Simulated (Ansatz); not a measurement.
# O on Ta(100): change of the work function

How does O on the top site change the work function of Ta(100) as the layer fills?

Program: Ansatz 0.2.0. Level of theory: plane-wave DFT, RPBE, Ansatz PAW. Results are calculated unless marked as measured.

Most raw output is cut from this account.

## Step 1: Set-up

The cell holds 5 atoms: 5 Ta. Its edges and angles: a = 3.310 Å, b = 3.310 Å, c = 24.620 Å, α = 90.0°, β = 90.0°, γ = 90.0°. Vacuum lies along c.

## Step 2: The clean slab

The bare slab comes first, as the zero from which every change is counted. The two lowest layers are held at bulk places and the upper ones relax. The dipole correction removes the false field that a one-sided slab makes across the periodic vacuum, so each face gets a flat vacuum level of its own.

Contents of input.yaml:

```yaml
crystal:
  lattice:
    - [3.31, 0.0, 0.0]
    - [0.0, 3.31, 0.0]
    - [0.0, 0.0, 24.62]
  atoms:
    - { symbol: Ta, position: [0.0, 0.0, 0.3655564582] }
    - { symbol: Ta, position: [0.5, 0.5, 0.4327782291] }
    - { symbol: Ta, position: [0.0, 0.0, 0.5] }
    - { symbol: Ta, position: [0.5, 0.5, 0.5672217709] }
    - { symbol: Ta, position: [0.0, 0.0, 0.6344435418] }
kpoints:
  mp_grid: { grid: [9, 9, 1] }
hamiltonian:
  xc: rpbe
scf:
  occupations: { method: fermi_dirac, width: 0.1 }
  convergence: { dr2_threshold: 1.0e-08 }
efield:
  axis: 3
  dipole_correction: true
  ramp_position: 0.97
  ramp_width: 0.06
relax:
  f_tol: 0.02
  max_steps: 60
  constraints: [{ sites: [0, 1] }]
output:
  write_potential: true
  write_density: true
  volumetric_format: npy
```

On the command line:

```bash
$ ansatz run input.yaml --threads 4 --pin off --max-ram 12288MiB --backend cpu --events-out ev --progress --plain --runs-dir out
```

The job ended after 12 s (4 threads of Arm Neoverse V2, shared host; peak memory 0.73 GiB; 45 s of CPU time).

Relaxation path:

```tsv
step	energy less that of the first step (eV)	largest force component (eV/Å)
1	0.0000	1.4372
2	-0.0234	1.6087
3	-0.1230	0.0703
4	-0.1233	0.0064
```

Forces are held to the 8 operations that the run works with; a distortion that breaks them can't arise in this run.

The atoms that moved most (Å):

```tsv
atom	dx	dy	dz	length
Ta5	0.000	0.000	-0.094	0.094
Ta4	0.000	0.000	0.090	0.090
Ta3	0.000	0.000	0.036	0.036
```

The relaxed structure:

```xyz
5
Lattice="3.3100 0.0000 0.0000 0.0000 3.3100 0.0000 0.0000 0.0000 24.6200" Properties=species:S:1:pos:R:3
Ta    0.0000    0.0000    9.0000
Ta    1.6550    1.6550   10.6550
Ta    0.0000    0.0000   12.3463
Ta    1.6550    1.6550   14.0554
Ta    0.0000    0.0000   15.5265
```

This step gave:

| Item | Value |
| --- | --- |
| energy at zero smearing | -49720.6552 eV |
| work function, upper face | 3.649 eV |
| work function, lower face | 3.838 eV |
| dipole along the normal | 0.01148 e·Å |
| step between the vacuum levels | -0.1896 eV |

Running mean over 1.655 Å of the planar mean; the ramp of the sawtooth is left out. Electron's electrostatic potential energy less the Fermi level against z:

z (Å), electron's electrostatic potential energy less the Fermi level (eV) and a bar from the least value:
```
      3.5        3.8 ##############################
      4.0        3.8 ##############################
      4.5        3.8 ##############################
      5.0        3.8 ##############################
      5.5        3.8 ##############################
      6.0        3.7 ##############################
      6.5        3.5 #############################
      7.0        2.8 ############################
      7.5        1.1 #########################
      8.0       -2.7 #################
      8.5       -7.3 #########
      9.0       -9.9 ####
      9.5      -10.3 ###
     10.0      -10.2 ###
     10.5      -10.1 ###
     11.0      -10.0 ####
     11.5       -9.9 ####
     12.0      -10.0 ####
     12.5      -10.0 ####
     13.0       -9.7 ####
     13.5       -9.8 ####
     14.0      -10.5 ##
     14.5      -11.6 
     15.0      -11.8 
     15.5      -10.5 ##
     16.0       -7.6 ########
     16.5       -2.9 #################
     17.0        0.9 ########################
     17.5        2.7 ############################
     18.0        3.3 #############################
     18.5        3.5 #############################
     19.0        3.6 ##############################
     19.5        3.6 ##############################
     20.0        3.6 ##############################
     20.5        3.6 ##############################
     21.0        3.6 ##############################
     21.5        3.6 ##############################
```

The relaxation took 4 steps and lowered the energy by 0.12 eV; the largest force on the free atoms ends at 0.0064 eV/Å.

The work function of the upper face is 3.65 eV.

## Step 3: The covered slab, k-mesh 3×3×1, coverage 0.111 ML

System of this step: Ta45O (O/Ta(100)). The cell holds 46 atoms: 45 Ta and 1 O. Its edges and angles: a = 9.930 Å, b = 9.930 Å, c = 26.886 Å, α = 90.0°, β = 90.0°, γ = 90.0°. Vacuum lies along c.

The clean slab as it ended is repeated in the plane and the adsorbate is set on one face; the cell's size fixes the coverage, and the k-mesh shrinks with it to keep the sampling density about even. Adsorbate and upper layers relax, since the dipole depends on the height.

Contents of input.yaml:

```yaml
crystal:
  lattice:
    - [9.93, 0.0, 0.0]
    - [0.0, 9.93, 0.0]
    - [0.0, 0.0, 26.8864595548]
  atoms:
    - { symbol: Ta, position: [0.0, 0.0, 0.3347409867] }
    - { symbol: Ta, position: [0.1666666667, 0.1666666667, 0.3962961348] }
    - { symbol: Ta, position: [0.0, 0.0, 0.4592023198] }
    - { symbol: Ta, position: [0.1666666667, 0.1666666667, 0.5227673784] }
    - { symbol: Ta, position: [0.0, 0.0, 0.5774824879] }
    - { symbol: Ta, position: [0.0, 0.3333333333, 0.3347409867] }
    - { symbol: Ta, position: [0.1666666667, 0.5, 0.3962961348] }
    - { symbol: Ta, position: [0.0, 0.3333333333, 0.4592023198] }
[... 34 atom lines left out ...]
    - { symbol: Ta, position: [0.6666666667, 0.6666666667, 0.4592023198] }
    - { symbol: Ta, position: [0.8333333333, 0.8333333333, 0.5227673784] }
    - { symbol: Ta, position: [0.6666666667, 0.6666666667, 0.5774824879] }
    - { symbol: O, position: [0.0, 0.0, 0.6652590133] }
kpoints:
  mp_grid: { grid: [3, 3, 1] }
hamiltonian:
  xc: rpbe
scf:
  occupations: { method: fermi_dirac, width: 0.1 }
  convergence: { dr2_threshold: 1.0e-08 }
efield:
  axis: 3
  dipole_correction: true
  ramp_position: 0.97
  ramp_width: 0.06
relax:
  f_tol: 0.02
  max_steps: 60
  constraints:
    - { sites: [0, 1, 5, 6, 10, 11, 15, 16, 20, 21, 25, 26, 30, 31, 35, 36, 40, 41] }
output:
  bader: true
  write_potential: true
  write_density: true
  volumetric_format: npy
```

It took 16 min on 4 threads; peak memory 8.4 GiB.

This run has no spin polarisation although its electron count is odd.

Step by step:

```tsv
step	energy less that of the first step (eV)	largest force component (eV/Å)
1	0.0000	6.2627
2	-2.0511	5.3660
3	-2.1184	9.8452
4	-2.8235	0.4273
5	-2.8047	0.6493
6	-2.8351	0.0729
7	-2.8353	0.0077
```

Relaxation step 5 was tried and not accepted.

The run keeps the 8 symmetry operations that it works with, so distortions that break them were not tested.

The atoms that moved most (Å):

```tsv
atom	dx	dy	dz	length
Ta5	0.000	0.000	0.394	0.394
O46	0.000	0.000	-0.195	0.195
Ta25	-0.028	-0.028	-0.042	0.057
Ta30	-0.028	0.028	-0.042	0.057
Ta40	0.028	-0.028	-0.042	0.057
Ta45	0.028	0.028	-0.042	0.057
Ta20	-0.031	0.000	0.027	0.041
Ta10	0.000	-0.031	0.027	0.041
```

Numbers from this step:

```
energy at zero smearing        : -448056.5022 eV
work function, upper face      : 4.099 eV
work function, lower face      : 3.845 eV
dipole along the normal        : -0.1380 e·Å
step between the vacuum levels : 0.2533 eV
```

Running mean over 1.655 Å of the planar mean; the ramp of the sawtooth is left out. The electron's electrostatic potential energy less the Fermi level by z:

```tsv
z (Å)	electron's electrostatic potential energy less the Fermi level (eV)
4	3.84
5	3.83
6	3.72
7	2.86
8	-2.72
9	-9.86
10	-10.2
11	-9.99
12	-9.96
13	-9.66
14	-10.4
15	-11.5
16	-7.68
17	0.535
18	3.25
19	4.00
20	4.09
21	4.10
22	4.10
23	4.10
```

The relaxation took 7 steps and lowered the energy by 2.8 eV; the largest force on the free atoms ends at 0.0077 eV/Å.

The covered face has 4.10 eV, +0.45 eV against the clean one; the bare back face has moved by +0.01 eV, a measure of how thin the slab is.

## Step 4: The covered slab, k-mesh 5×5×1, coverage 0.25 ML

System of this step: Ta20O (O/Ta(100)). The cell holds 21 atoms: 20 Ta and 1 O. Cell: a = 6.620 Å, b = 6.620 Å, c = 26.886 Å, α = 90.0°, β = 90.0°, γ = 90.0°. Vacuum lies along c.

Another coverage, to see how the dipoles act on each other as their distance changes.

Contents of input.yaml:

```yaml
crystal:
  lattice:
    - [6.62, 0.0, 0.0]
    - [0.0, 6.62, 0.0]
    - [0.0, 0.0, 26.8864595548]
  atoms:
    - { symbol: Ta, position: [0.0, 0.0, 0.3347409867] }
    - { symbol: Ta, position: [0.25, 0.25, 0.3962961348] }
    - { symbol: Ta, position: [0.0, 0.0, 0.4592023198] }
    - { symbol: Ta, position: [0.25, 0.25, 0.5227673784] }
    - { symbol: Ta, position: [0.0, 0.0, 0.5774824879] }
    - { symbol: Ta, position: [0.0, 0.5, 0.3347409867] }
    - { symbol: Ta, position: [0.25, 0.75, 0.3962961348] }
    - { symbol: Ta, position: [0.0, 0.5, 0.4592023198] }
    - { symbol: Ta, position: [0.25, 0.75, 0.5227673784] }
    - { symbol: Ta, position: [0.0, 0.5, 0.5774824879] }
    - { symbol: Ta, position: [0.5, 0.0, 0.3347409867] }
    - { symbol: Ta, position: [0.75, 0.25, 0.3962961348] }
    - { symbol: Ta, position: [0.5, 0.0, 0.4592023198] }
    - { symbol: Ta, position: [0.75, 0.25, 0.5227673784] }
    - { symbol: Ta, position: [0.5, 0.0, 0.5774824879] }
    - { symbol: Ta, position: [0.5, 0.5, 0.3347409867] }
    - { symbol: Ta, position: [0.75, 0.75, 0.3962961348] }
    - { symbol: Ta, position: [0.5, 0.5, 0.4592023198] }
    - { symbol: Ta, position: [0.75, 0.75, 0.5227673784] }
    - { symbol: Ta, position: [0.5, 0.5, 0.5774824879] }
    - { symbol: O, position: [0.0, 0.0, 0.6652590133] }
kpoints:
  mp_grid: { grid: [5, 5, 1] }
hamiltonian:
  xc: rpbe
scf:
  occupations: { method: fermi_dirac, width: 0.1 }
  convergence: { dr2_threshold: 1.0e-08 }
efield:
  axis: 3
  dipole_correction: true
  ramp_position: 0.97
  ramp_width: 0.06
relax:
  f_tol: 0.02
  max_steps: 60
  constraints: [{ sites: [0, 1, 5, 6, 10, 11, 15, 16] }]
output:
  bader: true
  dos: { projected: true, e_range: [-8, 4] }
  write_potential: true
  write_density: true
  volumetric_format: npy
  elf: true
```

Wall time 5 min (4 threads); peak memory 4 GiB.

Relaxation path:

```tsv
step	energy less that of the first step (eV)	largest force component (eV/Å)
1	0.0000	6.2986
2	-2.0620	5.5028
3	-2.3122	8.7254
4	-2.8615	0.6573
5	-2.8301	0.9445
6	-2.8849	0.0726
7	-2.8852	0.0111
```

Relaxation step 5 was tried and not accepted.

Forces are held to the 8 operations that the run works with; a distortion that breaks them can't arise in this run.

The atoms that moved most (Å):

```tsv
atom	dx	dy	dz	length
Ta5	0.000	0.000	0.380	0.380
O21	0.000	0.000	-0.213	0.213
Ta20	0.000	0.000	-0.082	0.082
Ta3	0.000	0.000	-0.036	0.036
Ta15	0.000	0.000	0.024	0.024
Ta10	0.000	0.000	0.024	0.024
Ta9	-0.010	0.010	0.004	0.014
Ta14	0.010	-0.010	0.004	0.014
```

Final coordinates:

```cif
data_structure
_symmetry_space_group_name_H-M 'P 1'
_symmetry_Int_Tables_number 1
_cell_length_a 6.6200
_cell_length_b 6.6200
_cell_length_c 26.8865
_cell_angle_alpha 90.000
_cell_angle_beta 90.000
_cell_angle_gamma 90.000
_cell_volume 1178.28
loop_
_atom_site_label
_atom_site_type_symbol
_atom_site_fract_x
_atom_site_fract_y
_atom_site_fract_z
_atom_site_occupancy
Ta1 Ta 0.00000 0.00000 0.33474 1
Ta2 Ta 0.25000 0.25000 0.39630 1
Ta3 Ta 0.00000 0.00000 0.45785 1
Ta4 Ta 0.24856 0.24856 0.52290 1
Ta5 Ta 0.00000 0.00000 0.59161 1
Ta6 Ta 0.00000 0.50000 0.33474 1
Ta7 Ta 0.25000 0.75000 0.39630 1
Ta8 Ta 0.00000 0.50000 0.45939 1
Ta9 Ta 0.24856 0.75144 0.52290 1
Ta10 Ta 0.00000 0.50000 0.57836 1
Ta11 Ta 0.50000 0.00000 0.33474 1
Ta12 Ta 0.75000 0.25000 0.39630 1
Ta13 Ta 0.50000 0.00000 0.45939 1
Ta14 Ta 0.75144 0.24856 0.52290 1
Ta15 Ta 0.50000 0.00000 0.57836 1
Ta16 Ta 0.50000 0.50000 0.33474 1
Ta17 Ta 0.75000 0.75000 0.39630 1
Ta18 Ta 0.50000 0.50000 0.45911 1
Ta19 Ta 0.75144 0.75144 0.52290 1
Ta20 Ta 0.50000 0.50000 0.57442 1
O21 O 0.00000 0.00000 0.65733 1
```

Numbers from this step:

```yaml
energy_at_zero_smearing: -199453.2021 eV
work_function_upper_face: 4.900 eV
work_function_lower_face: 3.855 eV
dipole_along_the_normal: -0.2533 e·Å
step_between_the_vacuum_levels: 1.046 eV
```

The density of states has structure finer than the step of the table below, so its rows give means over 0.25 eV, whole bins alone (the curve runs from -8 to 1.98 eV). Peaks (eV: height): -2.320: 75.5, -2.170: 53.8, -1.350: 54.2, -1.140: 53.6, -0.720: 40.1, 0.540: 40.5, 0.630: 49.8.

The density of states by energy, zero at the Fermi level; means over each step:

```tsv
energy (eV)	density of states (states/eV a cell)
-7.75	0
-7.50	0.0593
-7.25	1.19
-7.00	1.19
-6.75	1.46
-6.50	2.18
-6.25	0.969
-6.00	2.03
-5.75	4.51
-5.50	2.03
-5.25	5.40
-5.00	1.59
-4.75	6.83
-4.50	5.17
-4.25	6.27
-4.00	15.0
-3.75	19.7
-3.50	24.8
-3.25	21.6
-3.00	20.9
-2.75	22.7
-2.50	17.5
-2.25	22.6
-2.00	16.4
-1.75	16.5
-1.50	28.5
-1.25	42.1
-1.00	31.7
-0.75	29.5
-0.50	26.1
-0.25	25.6
0.00	16.5
0.25	18.9
0.50	30.9
0.75	25.2
1.00	21.9
1.25	17.6
1.50	12.5
1.75	19.3
```

Projected DOS per atom over height of the atomic layer and energy from the Fermi level. Layers: Ta4 Ta4 Ta4 Ta4 Ta3 Ta O from below.

Ten even steps from '0' (0.00 states/eV) to '9' (4.13 states/eV), each cell a mean:
```
4121310
2011320
4111420
6211320
2112210
3232310
4343420
3334410
2211100
1212111
2222211
2222149
1121148
0111011
0000000
0000000
0000000
0000000
0000000
0000000
0000000
0000000
```
Columns: height of the atomic layer (Å) from 9 to 17.7 (not evenly spaced); rows upwards: energy from the Fermi level (eV) from -7.96 to 1.95.

ELF in the ca plane at fractional y = 0.000, with atoms of Ta and O within 0.2 Å of it. It is the smooth field of the valence electrons, not physical close to the nuclei.

Values, 10 rows by 16 columns, each cell a mean:
```
0.56 0.38 0.32 0.57 0.39 0.38 0.43 0.55 0.58 0.78 0.36 0.03 0.00 0.00 0.00 0.00
0.32 0.46 0.44 0.27 0.36 0.47 0.39 0.26 0.36 0.47 0.15 0.01 0.00 0.00 0.00 0.00
0.45 0.50 0.50 0.38 0.47 0.47 0.56 0.29 0.10 0.07 0.02 0.00 0.00 0.00 0.00 0.00
0.40 0.43 0.40 0.37 0.33 0.52 0.37 0.28 0.06 0.01 0.00 0.00 0.00 0.00 0.00 0.00
0.47 0.38 0.30 0.48 0.42 0.36 0.48 0.54 0.07 0.01 0.00 0.00 0.00 0.00 0.00 0.00
0.57 0.38 0.32 0.57 0.41 0.41 0.52 0.53 0.07 0.01 0.00 0.00 0.00 0.00 0.00 0.00
0.32 0.47 0.44 0.28 0.35 0.53 0.35 0.21 0.07 0.01 0.00 0.00 0.00 0.00 0.00 0.00
0.45 0.50 0.49 0.37 0.48 0.45 0.59 0.29 0.15 0.15 0.04 0.00 0.00 0.00 0.00 0.00
0.40 0.43 0.40 0.37 0.33 0.46 0.33 0.37 0.46 0.62 0.21 0.02 0.00 0.00 0.00 0.00
0.47 0.39 0.31 0.47 0.41 0.34 0.48 0.46 0.57 0.76 0.40 0.03 0.00 0.00 0.00 0.00
```
Columns run along c (16.0 Å, from fractional 0.33 to 0.92 of the cell), rows up along a (6.6 Å). Atoms in or near the plane, at fractional coordinates: Ta at (0.33, 0.00), Ta at (0.46, 0.00), Ta at (0.59, 0.00), Ta at (0.33, 0.50), Ta at (0.46, 0.50), Ta at (0.58, 0.50), O at (0.66, 0.00).

Valence density in the ca plane at fractional y = 0.000, with atoms of Ta and O within 0.2 Å of it. It is the smooth field of the valence electrons, not physical close to the nuclei.

Ten even steps from '0' (0.0 e/Å³) to '9' (6.6 e/Å³), each cell a mean:
```
66410001466410000146642476200000000000000000
43100000134200000023320121000000000000000000
00000000000000000000000000000000000000000000
00000000000000000000000000000000000000000000
00000000000000000000000000000000000000000000
00000000000000000000000000000000000000000000
22100000012100000122100000000000000000000000
65300000256410000355300000000000000000000000
56410001465520001555510000000000000000000000
66410000366510001466410000000000000000000000
43100000134200000233200000000000000000000000
00000000000000000000000000000000000000000000
00000000000000000000000000000000000000000000
00000000000000000000000000000000000000000000
00000000000000000000000000000000000000000000
22100000122100000012210010000000000000000000
65300000355310000035531244100000000000000000
56410001565510000156552599300000000000000000
```
Columns run along c (16.0 Å, from fractional 0.33 to 0.92 of the cell), rows up along a (6.6 Å). Atoms in or near the plane, at fractional coordinates: Ta at (0.33, 0.00), Ta at (0.46, 0.00), Ta at (0.59, 0.00), Ta at (0.33, 0.50), Ta at (0.46, 0.50), Ta at (0.58, 0.50), O at (0.66, 0.00).

Electrostatic potential energy in the ca plane at fractional y = 0.000, with atoms of Ta and O within 0.2 Å of it. With pseudopotentials it is smooth inside the atoms' cores, unlike the true potential.

Ten even steps from '0' (-65 eV) to '9' (8 eV), each cell a mean:
```
00368986300268998630026533799999999999999999
34589998643579999753358877999999999999999999
77899999877889999887789999999999999999999999
89999999999999999999899999999999999999999999
99999999999999999999999999999999999999999999
88899999888899999888899999999999999999999999
55789998755689998755689999999999999999999999
11479997421368997411468999999999999999999999
00268986300158986200258999999999999999999999
00369997300268986300268999999999999999999999
34689998643579998533578999999999999999999999
77899999877889999877789999999999999999999999
89999999999999999999999999999999999999999999
99999999999999999999999999999999999999999999
88899999888899999988889999999999999999999999
55789998755789999865568999999999999999999999
11479997411478998741147645899999999999999999
00268986200168998620026422699999999999999999
```
Columns run along c (16.0 Å, from fractional 0.33 to 0.92 of the cell; values clipped at the 3rd and 97th percentile), rows up along a (6.6 Å). Atoms in or near the plane, at fractional coordinates: Ta at (0.33, 0.00), Ta at (0.46, 0.00), Ta at (0.59, 0.00), Ta at (0.33, 0.50), Ta at (0.46, 0.50), Ta at (0.58, 0.50), O at (0.66, 0.00).

The relaxation took 7 steps and lowered the energy by 2.9 eV; the largest force on the free atoms ends at 0.011 eV/Å.

By hand: a sheet of dipoles makes a step −p/(ε₀A) in the electron's potential. With e/ε₀ = 180.95 V·Å, p = -0.2533 e·Å and A = 43.82 Å², that is −180.95 × (-0.2533) / 43.82 = +1.046 eV, and the two vacuum levels of the run differ by +1.046 eV.

The covered face has 4.90 eV, +1.25 eV against the clean one; the bare back face has moved by +0.02 eV, a measure of how thin the slab is.

## Step 5: Adsorbate added, k-mesh 5×5×1, coverage 0.5 ML

System of this step: Ta10O (O/Ta(100)). The cell holds 22 atoms: 20 Ta and 2 O. Its edges and angles: a = 6.620 Å, b = 6.620 Å, c = 26.886 Å, α = 90.0°, β = 90.0°, γ = 90.0°. Vacuum lies along c.

Edit input.yaml of step 4 so:

```diff
@@ -27,2 +27,3 @@
     - { symbol: O, position: [0.0, 0.0, 0.6652590133] }
+    - { symbol: O, position: [0.5, 0.5, 0.6652590133] }
 kpoints:
@@ -49,2 +50 @@
   volumetric_format: npy
-  elf: true
```

Wall time 5 min (4 threads); peak memory 4.1 GiB.

Step by step:

```tsv
step	energy less that of the first step (eV)	largest force component (eV/Å)
1	0.0000	6.0324
2	-4.5577	5.2974
3	-4.5773	10.2368
4	-5.9690	0.4434
5	-5.9384	0.5759
6	-5.9945	0.0282
7	-5.9946	0.0006
```

Relaxation step 5 was tried and not accepted.

The run keeps the 16 symmetry operations that it works with, so distortions that break them were not tested.

The atoms that moved most (Å):

```tsv
atom	dx	dy	dz	length
Ta5	0.000	0.000	0.313	0.313
Ta20	0.000	0.000	0.313	0.313
O21	0.000	0.000	-0.288	0.288
O22	0.000	0.000	-0.288	0.288
Ta15	0.000	0.000	0.039	0.039
Ta10	0.000	0.000	0.039	0.039
Ta18	0.000	0.000	-0.036	0.036
Ta3	0.000	0.000	-0.036	0.036
```

Final coordinates:

```xyz
22
Lattice="6.6200 0.0000 0.0000 0.0000 6.6200 0.0000 0.0000 0.0000 26.8865" Properties=species:S:1:pos:R:3
Ta    0.0000    0.0000    9.0000
Ta    1.6550    1.6550   10.6550
Ta    0.0000    0.0000   12.3101
Ta    1.6550    1.6550   14.0409
Ta    0.0000    0.0000   15.8393
Ta    0.0000    3.3100    9.0000
Ta    1.6550    4.9650   10.6550
Ta    0.0000    3.3100   12.3565
Ta    1.6550    4.9650   14.0409
Ta    0.0000    3.3100   15.5656
Ta    3.3100    0.0000    9.0000
Ta    4.9650    1.6550   10.6550
Ta    3.3100    0.0000   12.3565
Ta    4.9650    1.6550   14.0409
Ta    3.3100    0.0000   15.5656
Ta    3.3100    3.3100    9.0000
Ta    4.9650    4.9650   10.6550
Ta    3.3100    3.3100   12.3101
Ta    4.9650    4.9650   14.0409
Ta    3.3100    3.3100   15.8393
O     0.0000    0.0000   17.5980
O     3.3100    3.3100   17.5980
```

The density of states has structure finer than the step of the table below, so its rows give means over 0.25 eV, whole bins alone (the curve runs from -8 to 1.98 eV). Peaks (eV: height): -3.100: 47.1, -2.440: 42.7, -1.440: 45.8, -1.350: 59.6, -1.230: 58.1, -0.930: 48.5, 0.360: 48.2.

The density of states by energy, zero at the Fermi level; means over each step:

```tsv
energy (eV)	density of states (states/eV a cell)
-7.75	0
-7.50	0.0124
-7.25	1.05
-7.00	1.22
-6.75	1.35
-6.50	2.32
-6.25	1.01
-6.00	0.852
-5.75	4.22
-5.50	2.36
-5.25	4.29
-5.00	1.87
-4.75	6.18
-4.50	5.77
-4.25	4.71
-4.00	15.9
-3.75	18.3
-3.50	21.0
-3.25	35.0
-3.00	28.1
-2.75	20.8
-2.50	25.0
-2.25	10.8
-2.00	14.5
-1.75	18.3
-1.50	21.0
-1.25	40.9
-1.00	31.9
-0.75	23.9
-0.50	29.2
-0.25	26.0
0.00	21.0
0.25	21.3
0.50	29.3
0.75	24.0
1.00	15.5
1.25	12.8
1.50	15.2
1.75	13.3
```

The relaxation took 7 steps and lowered the energy by 6.0 eV; the largest force on the free atoms ends at 6.0e-4 eV/Å.

The covered face has 6.36 eV, +2.71 eV against the clean one; the bare back face has moved by +0.02 eV, a measure of how thin the slab is.

(Continued in part 2 of 2.)

[Logs are printed without paths, hosts, clocks, repeated set-up lines and the standing remarks that a program may print on its own settings, such as how far it seeks lower states.]

[Hosts, paths, dates, database ids (printed as entryN), source tags and the programs' standing remarks are cut or masked in the printed files.]

[Maps of the electrostatic potential energy from Ansatz leave out the sawtooth potential of an applied field or a dipole correction, so their vacuum need not be flat; planar profiles and work functions include it.]

[The density of states shown here was stored with 400 of the rows of the run's finer table, so its peaks can read low, often by over a quarter, or be missed, and its means over a window can be off by a tenth or more.]
